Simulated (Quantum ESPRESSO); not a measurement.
# CdTe: dielectric tensor and Born charges under several settings

```
Te Cd
1.0
     0.00000    3.20500    3.20500
     3.20500    0.00000    3.20500
     3.20500    3.20500    0.00000
Te Cd
1 1
Direct
  0.75000 0.75000 0.75000
  0.00000 0.00000 0.00000
```

All runs used Quantum ESPRESSO 7.5; k mesh 6 × 6 × 6, shifted; given cell; no spin polarisation; cutoff 612 eV; occupations smeared at first, fixed for the response.

```tsv
level	potentials	pressure (GPa)	ε∞ (diagonal)	Born charge of atom 1 (e)
LDA	GBRV 1.5 LDA	0.3	9.29	-2.14
PBE	GBRV 1.5 PBE	?	?	?
PBEsol	GBRV 1.5 PBEsol	2.0	8.91	-2.12
WC	GBRV 1.5 PBE	2.1	8.98	-2.12
BLYP	GBRV 1.5 PBE	7.3	8.66	-2.16
AM05	GBRV 1.5 PBE	2.6	8.66	-2.12
```

Q: What stands in the row left open?

A: Pressure 4.5 GPa; ε∞ 8.59; Born charge of atom 1 -2.12 e.

Caveats: the potentials were made for another functional, which shifts forces and pressure (some runs); the cell is more than 3 GPa from zero pressure, which shifts response properties (some runs).

For the row left open. Caveat: the cell is more than 3 GPa from zero pressure, which shifts response properties.
